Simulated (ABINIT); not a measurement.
# Ag (Fm-3m) in ABINIT: further runs

The runs below take Ag through single point, with PBEsol.

Everything below comes from runs of ABINIT 10.8.3 (patched build). Logs are shortened: lines on timing, memory, paths and dates and some standing lists are left out, and cuts for length are marked. The log counts tension as positive stress, the text compression.

## (1) The undisturbed crystal

The structure is cubic, space group Fm-3m (No. 225). The conventional cell has a = 4.085 Å, b = 4.085 Å, c = 4.085 Å, α = 90.00°, β = 90.00°, γ = 90.00°. Ag (site symmetry m-3m) is surrounded by 12 Ag at 2.89 Å.

## (2) Single point, PBEsol, 17.05 Å³/atom (shear strain of 0 %)

Contents of run.abi:

```
# Pseudopotentials
pp_dirpath "./"
pseudos "Ag.GGA_PBE-JTH.xml"

# Structure
acell 5.4592009917 5.4592009917 5.4592009917
rprim
     0.0000000000     0.7071067812     0.7071067812
     0.7071067812     0.0000000000     0.7071067812
     0.7071067812     0.7071067812     0.0000000000
ntypat 1
znucl 47
natom 1
typat 1
xcart
     0.0000000000     0.0000000000     0.0000000000

# Plane-wave basis
ecut 462.593566 eV
pawecutdg 34.0
pawxcdev 0

# k points
kptopt 1
ngkpt 11 11 11
nshiftk 1
shiftk 0.0 0.0 0.0

# Exchange and correlation
ixc -116133

# Bands and occupations
nband 10
occopt 3
tsmear 0.00183747

# SCF cycle
nstep 100
tolvrs 1.0e-9

# Output
iomode 3
prtwf 0
prteig 0
prtebands 0
enunit 1
prtden 1
prtvha 1
prtvclmb 1
prtpot 1
```

Potentials or basis: JTH PAW PBE v2.0.

Run with:

```
$ abinit run.abi > log 2>&1
```

run.abo:

```text
.Version 10.8.3 of ABINIT
 Symmetries : space group Fm -3 m (#225); Bravais cF (face-center cubic)
================================================================================
 Values of the parameters that define the memory need of the present run
     intxc =       0    ionmov =       0      iscf =      17    lmnmax =      18
     lnmax =       6     mgfft =      24  mpssoang =       3    mqgrid =    3001
     natom =       1  nloc_mem =       2    nspden =       1   nspinor =       1
    nsppol =       1      nsym =      48    n1xccc =       1    ntypat =       1
    occopt =       3   xclevel =       2
       mpw =         391          nfft =       13824          nkpt =          56
 PAW method is used; the additional fine FFT grid is defined by:
   mgfftf=        30    nfftf =     27000
================================================================================
================================================================================

--------------------------------------------------------------------------------
------------- Echo of variables that govern the present computation ------------
--------------------------------------------------------------------------------
 -outvars: echo values of preprocessed input variables --------
            acell      5.4592009917E+00  5.4592009917E+00  5.4592009917E+00 Bohr
              amu      1.07868200E+02
             ecut      1.70000000E+01 Hartree
           enunit           1
                       outvar_i_n : Printing only first  50 k-points.
              ixc     -116133
                       outvar_i_n : Printing only first  50 k-points.
         kptrlatt       11    0    0      0   11    0      0    0   11
          kptrlen      6.00512109E+01
            natom           1
            nband          10
            ngfft          24      24      24
          ngfftdg          30      30      30
             nkpt          56
            nstep         100
             nsym          48
           ntypat           1
                       prtocc : prtvol=0, do not print more k-points.
           occopt           3
        pawecutdg      3.40000000E+01 Hartree
         pawxcdev           0
        prtebands           0
           prteig           0
           prtpot           1
         prtvclmb           1
           prtvha           1
            prtwf           0
            rprim      0.0000000000E+00  7.0710678120E-01  7.0710678120E-01
                       7.0710678120E-01  0.0000000000E+00  7.0710678120E-01
                       7.0710678120E-01  7.0710678120E-01  0.0000000000E+00
          spgroup         225
           tolvrs      1.00000000E-09
           tsmear      1.83747000E-03 Hartree
            typat      1
           useylm           1
                       outvars : Printing only first  50 k-points.
            znucl       47.00000

================================================================================

 chkinp: Checking input parameters for consistency.

================================================================================
== DATASET  1 ==================================================================

--- !DatasetInfo
[... 98 lines left out ...]

================================================================================

 ----iterations are completed or convergence reached----

 Mean square residual over all n,k,spin=   29.211E-09; max=  12.649E-06
 reduced coordinates (array xred) for    1 atoms
       0.000000000000      0.000000000000      0.000000000000
 rms dE/dt=  0.0000E+00; max dE/dt=  0.0000E+00; dE/dt below (all hartree)
    1       0.000000000000      0.000000000000      0.000000000000

 cartesian coordinates (angstrom) at end:
    1      0.00000000000000     0.00000000000000     0.00000000000000

 cartesian forces (hartree/bohr) at end:
    1     -0.00000000000000    -0.00000000000000    -0.00000000000000
 frms,max,avg= 0.0000000E+00 0.0000000E+00   0.000E+00  0.000E+00  0.000E+00 h/b

 cartesian forces (eV/Angstrom) at end:
    1     -0.00000000000000    -0.00000000000000    -0.00000000000000
 frms,max,avg= 0.0000000E+00 0.0000000E+00   0.000E+00  0.000E+00  0.000E+00 e/A
 length scales=  5.459200991700  5.459200991700  5.459200991700 bohr
              =  2.888884752587  2.888884752587  2.888884752587 angstroms
 Fermi (or HOMO) energy (eV) =   3.86576   Average Vxc (eV)= -12.53532
 Eigenvalues (   eV  ) for nkpt=  56  k points:
 kpt#   1, nband= 10, wtk=  0.00075, kpt=  0.0000  0.0000  0.0000 (reduced coord)
  -4.18403   -1.12198   -1.12198   -1.12198   -0.07615   -0.07615   20.30920   23.71657
  23.71657   23.71657
 prteigrs : prtvol=0 or 1, do not print more k-points.

--- !EnergyTerms
iteration_state     : {dtset: 1, }
comment             : Components of total free energy in Hartree
kinetic             :  1.00793370034919E+01
hartree             :  6.00985125125770E+00
xc                  : -1.21644291726337E+01
Ewald energy        : -3.59283744326013E+01
psp_core            :  3.86651174412109E+00
local_psp           : -1.54157814464622E+01
PAW spherical_terms :  5.32031955353259E+00
internal            : -3.82325654992940E+01
'-kT*entropy'       : -9.76892358508588E-05
total_energy        : -3.82326631885298E+01
total_energy_eV     : -1.04036376523559E+03
...

--- !EnergyTermsDC
iteration_state     : {dtset: 1, }
comment             : '"Double-counting" decomposition of free energy'
band_energy         : -2.66619689331912E-01
Ewald energy        : -3.59283744326013E+01
psp_core            :  3.86651174412109E+00
xc_dc               : -1.42549896371720E+01
PAW spherical_terms :  8.35090528150237E+00
internal            : -3.82325667334818E+01
'-kT*entropy'       : -9.76892358508588E-05
total_energy_dc     : -3.82326644227176E+01
total_energy_dc_eV  : -1.04036379881954E+03
...

--- !EnergyTermsWithPAWCore
iteration_state     : {dtset: 1, }
comment             : 'Components of total free energy, including PAW core contributions'
Total energy        : -5.31363182403651E+03
Total energy DC     : -5.31363182527070E+03
Total energy (eV)   : -1.44591287932794E+05
Total energy DC (eV): -1.44591287966378E+05
...

 Cartesian components of stress tensor (hartree/bohr^3)
  sigma(1 1)=  9.63341131E-05  sigma(3 2)=  0.00000000E+00
  sigma(2 2)=  9.63341131E-05  sigma(3 1)=  0.00000000E+00
  sigma(3 3)=  9.63341131E-05  sigma(2 1)=  0.00000000E+00

-Cartesian components of stress tensor (GPa)         [Pressure= -2.8342E+00 GPa]
- sigma(1 1)=  2.83424746E+00  sigma(3 2)=  0.00000000E+00
- sigma(2 2)=  2.83424746E+00  sigma(3 1)=  0.00000000E+00
- sigma(3 3)=  2.83424746E+00  sigma(2 1)=  0.00000000E+00

== END DATASET(S) ==============================================================
================================================================================

 -outvars: echo values of variables after computation  --------
            acell      5.4592009917E+00  5.4592009917E+00  5.4592009917E+00 Bohr
           etotal     -3.8232664423E+01
            fcart     -0.0000000000E+00 -0.0000000000E+00 -0.0000000000E+00
            rprim      0.0000000000E+00  7.0710678120E-01  7.0710678120E-01
                       7.0710678120E-01  0.0000000000E+00  7.0710678120E-01
                       7.0710678120E-01  7.0710678120E-01  0.0000000000E+00
           strten      9.6334113070E-05  9.6334113070E-05  9.6334113070E-05
                       0.0000000000E+00  0.0000000000E+00  0.0000000000E+00
 Calculation completed.
```

Wall time 12 s (1 thread of AMD EPYC 7R43 (Zen 3), shared host); peak memory 0.09 GiB.

What came out:

```
Free energy                                           : -1040.3638 eV
Pressure                                              : -2.8 GPa
Band gap on the k mesh                                : none (metal or under the smearing width)
Valence electrons inside the program's atomic spheres : Ag 9.81 (radii [1.331] Å)
```

Caveat: the PAW data sets were made with another functional, which shifts forces and pressure a little.

## (3) Single point, PBEsol, 17.05 Å³/atom (shear strain of -2 %)

Edit run.abi of step 2 so:

```diff
@@ -5,6 +5,6 @@
 # Structure
-acell 5.4592009917 5.4592009917 5.4592009917
+acell 5.45933747 5.45933747 5.4046089818
 rprim
-     0.0000000000     0.7071067812     0.7071067812
-     0.7071067812     0.0000000000     0.7071067812
+    -0.0070708910     0.7070891042     0.7070891042
+     0.7070891042    -0.0070708910     0.7070891042
      0.7071067812     0.7071067812     0.0000000000
@@ -16,2 +16,5 @@
      0.0000000000     0.0000000000     0.0000000000
+chkprim 0
+chksymtnons 0
+tolsym 1.0e-6
```

Potentials or basis: JTH PAW PBE v2.0.

Run with:

```
$ abinit run.abi > log 2>&1
```

It took 29 s on 1 thread of AMD EPYC 7R43 (Zen 3), shared host; peak memory 0.13 GiB.

It converged, with:

* Free energy: -1040.3629 eV
* Pressure: -2.7 GPa
* Band gap on the k mesh: none (metal or under the smearing width)
* Valence electrons inside the program's atomic spheres: Ag 9.81 (radii [1.331] Å)

Caveat: the PAW data sets were made with another functional, which shifts forces and pressure a little.
